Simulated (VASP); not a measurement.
**VASP 6.6.1 run: MgO**

INCAR

```
SIGMA = 0.01
NBANDS = 6
LCHARG = .FALSE.
BMIX = 0.5
PREC = Accurate
ALGO = Normal
ISMEAR = 0
EDIFF = 1E-7
ENCUT = 520
LASPH = .TRUE.
NELM = 100
METAGGA = R2SCAN
LWAVE = .FALSE.
IBRION = -1
NSW = 0
ISIF = 2
LREAL = .FALSE.
```

KPOINTS

```
KPOINTS created by Atomic Simulation Environment
0
Gamma
10 10 10
0 0 0
```

POSCAR

```
Mg O
 1.0000000000000000
     0.0000000000000000    2.0601240670999998    2.0601240670999998
     2.0601240670999998    0.0000000000000000    2.0601240670999998
     2.0601240670999998    2.0601240670999998    0.0000000000000000
 Mg  O
   1   1
Cartesian
  0.0000000000000000  0.0000000000000000  0.0000000000000000
  2.0601240670999998  2.0601240670999998  2.0601240670999998
```

The recommended PBE PAW datasets give the neutral cell 8 valence electrons.

Command

```
mpirun -np 1 vasp_std
```

OSZICAR

```
N       E                     dE             d eps       ncg     rms          rms(c)
DAV:   1     0.159310799751E+02    0.15931E+02   -0.50355E+03   690   0.123E+03
DAV:   2    -0.191179359735E+02   -0.35049E+02   -0.31328E+02   696   0.197E+02
DAV:   3    -0.197739497321E+02   -0.65601E+00   -0.65601E+00   744   0.324E+01
DAV:   4    -0.197752515720E+02   -0.13018E-02   -0.13018E-02   738   0.130E+00
DAV:   5    -0.197752528083E+02   -0.12363E-05   -0.12363E-05   690   0.349E-02    0.691E+00
DAV:   6    -0.160567821839E+02    0.37185E+01   -0.73332E+00   576   0.257E+01    0.198E+00
DAV:   7    -0.161219914313E+02   -0.65209E-01   -0.10786E-01   756   0.432E+00    0.133E+00
DAV:   8    -0.161307182482E+02   -0.87268E-02   -0.29501E-02   570   0.339E+00    0.232E-01
DAV:   9    -0.161301099974E+02    0.60825E-03   -0.28658E-03   732   0.640E-01    0.403E-02
DAV:  10    -0.161302040099E+02   -0.94012E-04   -0.74766E-05   618   0.120E-01    0.147E-02
DAV:  11    -0.161302036964E+02    0.31342E-06   -0.74008E-06   786   0.370E-02    0.240E-03
DAV:  12    -0.161302030300E+02    0.66645E-06   -0.54495E-08   516   0.381E-03    0.123E-03
DAV:  13    -0.161302027644E+02    0.26562E-06   -0.15353E-07   318   0.427E-03    0.443E-05
DAV:  14    -0.161302026114E+02    0.15294E-06   -0.29704E-09   294   0.809E-04    0.201E-05
DAV:  15    -0.161302025816E+02    0.29853E-07   -0.16433E-10   300   0.182E-04
   1 F= -.16130203E+02 E0= -.16130203E+02  d E =-.407159E-88
```

From OUTCAR

```
k-points           NKPTS =     47   k-points in BZ     NKDIM =     47   number of bands    NBANDS=      6

   NELECT =       8.0000    total number of electrons

   dimension x,y,z NGX =    24 NGY =   24 NGZ =   24
   dimension x,y,z NGXF=    48 NGYF=   48 NGZF=   48

  energy-cutoff  :      520.00
  volume of cell :       17.49
      direct lattice vectors                 reciprocal lattice vectors
     0.000000000  2.060124067  2.060124067    -0.242703829  0.242703829  0.242703829
     2.060124067  0.000000000  2.060124067     0.242703829 -0.242703829  0.242703829
     2.060124067  2.060124067  0.000000000     0.242703829  0.242703829 -0.242703829

 k-points in reciprocal lattice and weights: KPOINTS created by Atomic Simulation Env
   0.00000000  0.00000000  0.00000000       0.001
   0.10000000  0.00000000  0.00000000       0.008
   0.20000000  0.00000000  0.00000000       0.008
   0.30000000  0.00000000  0.00000000       0.008
   0.40000000  0.00000000  0.00000000       0.008
   0.50000000  0.00000000  0.00000000       0.004
   0.10000000  0.10000000  0.00000000       0.006
   0.20000000  0.10000000  0.00000000       0.024
   ...

 E-fermi :   3.4184

 k-point     1 :       0.0000    0.0000    0.0000
  band No.  band energies     occupation
      1     -15.2714      2.00000
      2       3.2796      2.00000
      3       3.2796      2.00000
      4       3.2796      2.00000
      5       9.5812      0.00000
      6      20.5014      0.00000

 k-point     2 :       0.1000    0.0000    0.0000
  band No.  band energies     occupation
      1     -15.1558      2.00000
      2       2.6326      2.00000
      3       3.2018      2.00000
      4       3.2018      2.00000
      5      10.1931      0.00000
      6      19.2414      0.00000

 k-point     3 :       0.2000    0.0000    0.0000
  band No.  band energies     occupation
      1     -14.8352      2.00000
      2       1.2476      2.00000
      3       3.0048      2.00000
      4       3.0048      2.00000
      5      11.3969      0.00000
      6      17.7547      0.00000

 k-point     4 :       0.3000    0.0000    0.0000
  band No.  band energies     occupation
      1     -14.4017      2.00000
      2      -0.1834      2.00000
      3       2.7734      2.00000
      4       2.7734      2.00000
      5      12.2781      0.00000
      6      17.2510      0.00000

 k-point     5 :       0.4000    0.0000    0.0000
  band No.  band energies     occupation
      1     -14.0125      2.00000
      2      -1.2418      2.00000
      3       2.5948      2.00000
      4       2.5948      2.00000
      5      12.5223      0.00000
      6      17.6041      0.00000

 k-point     6 :       0.5000    0.0000    0.0000
  band No.  band energies     occupation
      1     -13.8520      2.00000
      2      -1.6351      2.00000
      3       2.5284      2.00000
      4       2.5284      2.00000
      5      12.5278      0.00000
      6      17.8868      0.00000

 k-point     7 :       0.1000    0.1000    0.0000
  band No.  band energies     occupation
      1     -15.1182      2.00000
      2       2.5679      2.00000
      3       3.1113      2.00000
      4       3.1113      2.00000
      5      10.3965      0.00000
      6      18.7964      0.00000

 ...

  Total        1.1233456      1.1233456      1.1233456     -0.0000000      0.0000000      0.0000000
  in kB      102.9233350    102.9233350    102.9233350     -0.0000000      0.0000000      0.0000000
  external PRESSURE =     102.9233350 kB  Pullay stress =       0.0000000 kB

 POSITION                                       TOTAL-FORCE (eV/Angst)
 -----------------------------------------------------------------------------------
      0.00000      0.00000      0.00000        -0.000000     -0.000000     -0.000000
      2.06012      2.06012      2.06012         0.000000      0.000000      0.000000
 -----------------------------------------------------------------------------------
    total drift:                               -0.000000     -0.000000      0.000000

  FREE ENERGIE OF THE ION-ELECTRON SYSTEM (eV)
  ---------------------------------------------------
  free  energy   TOTEN  =       -16.1302025816 eV

  energy  without entropy=      -16.1302025816  energy(sigma->0) =      -16.13020258
```

It converged. Results: gap between bands v and c on the k mesh 6.30 eV; least direct gap on the k mesh 6.30 eV; pressure 10.3 GPa. Band v is the last that the valence electrons fill when counted band by band, and c is the next.

For comparison, a separate r²SCAN run of the intended cell, on usual settings and not on those above, gives a gap of 6.30 eV on its mesh and a pressure of 10.3 GPa.

The run above took about 22 s on one core of a shared host (Intel Xeon Platinum 8488C) and held 0.14 GiB at most.
